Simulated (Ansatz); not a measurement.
## BaTiO₃: the change of pressure and energy above lowest point with volume scale

All results are calculated (Ansatz 0.2.0). Free energy against uniform scaling of the volume at fixed shape and fractions; periodic cell, basis, potentials, k mesh and filling as listed.

The cell before it is scaled or strained (space group Amm2, No. 38):
```
CELL_PARAMETERS angstrom
3.98550 0.00000 0.00000
0.00000 2.83690 2.84520
0.00000 -2.83690 2.84520
ATOMIC_POSITIONS crystal
Ba 0.00000 0.00000 0.00000
Ti 0.50000 0.51240 0.51240
O 0.00000 0.48740 0.48740
O 0.50000 0.50524 0.99184
O 0.50000 0.99184 0.50524
```

Settings of every row: functional r2SCAN; dispersion none; potentials PAW; wave cutoff 653.07 eV; density cutoff 2612.3 eV; k mesh 6x6x6; k shift 0x0x0; occupations fixed; smearing width 0 eV; spin none.

Limits: no spin-orbit coupling, which can matter with elements this heavy.

```csv
row,volume scale,V (Å³/atom),pressure (GPa),energy above lowest point (meV/atom)
1,0.92,11.838,16.66,46.5
2,0.9467,12.182,9.94,18.2
3,0.9733,12.524,4.13,3.3
4,1,12.868,-0.89,0
5,1.0267,13.211,-5.23,6.7
6,1.0533,13.554,?,?
7,1.08,13.897,-12.21,44.8
```

Question: what pressure and energy above lowest point should row 6 give?

Worked fit of pressure. Take u = (V_r/V)^(2/3) − 1 with V_r = 12.696 Å³ an atom, which is twice the finite (Eulerian) strain; such expansions in the strain, on which the Birch-Murnaghan equation of state is built, carry the rest volume and the bulk modulus. The shown rows have u = 0.04775, 0.02793, 0.00913, -0.00893, -0.02616, -0.05848. Least squares give pressure = 1.533 + 278.54 × u + 776.4 × u² + 542 × u³ GPa; a parabola predicts inner rows, each left out in turn, worse (root mean square 0.029 against 0.015 GPa). The rows lie off it by 0.00, 0.01, -0.01, 0.00, 0.00, 0.00. The pressure vanishes at u = -0.0056, or V = 12.8 Å³ an atom, and there the bulk modulus at fixed shape and fractions is B = −V dP/dV = (2/3)(1 + u) dP/du = 179 GPa. Letting shape and atoms relax would as a rule lower it, by much in layered, chain or molecular crystals. The withheld row has u = -0.04266, so the fit gives 1.533 + 278.54 × (-0.04266) + 776.4 × (-0.04266)² + 542 × (-0.04266)³ = -8.98 GPa.

The calculation gave -8.98 GPa. The fit meets it to the printed digit.

Worked fit of energy above lowest point. Take u = (V_r/V)^(2/3) − 1 with V_r = 12.696 Å³ an atom, which is twice the finite (Eulerian) strain; such expansions in the strain, on which the Birch-Murnaghan equation of state is built, carry the rest volume and the bulk modulus. The shown rows have u = 0.04775, 0.02793, 0.00913, -0.00893, -0.02616, -0.05848. Least squares give energy above lowest point = 0.32 + 180.8 × u + 16304 × u² + 3504 × u³ meV/atom; a parabola predicts inner rows, each left out in turn, worse (root mean square 0.17 against 0.054 meV/atom). All shown rows lie on it to the printed digit. Its lowest point lies at u = -0.0056, or V = 12.8 Å³ an atom, and the curvature there gives the bulk modulus at fixed shape and fractions, B = (4/9)(1 + u)² E″(u)/V = 179 GPa. Letting shape and atoms relax would as a rule lower it, by much in layered, chain or molecular crystals. The withheld row has u = -0.04266, so the fit gives 0.32 + 180.8 × (-0.04266) + 16304 × (-0.04266)² + 3504 × (-0.04266)³ = 22.0 meV/atom.

The calculation gave 22 meV/atom. The fit meets it to the printed digit.
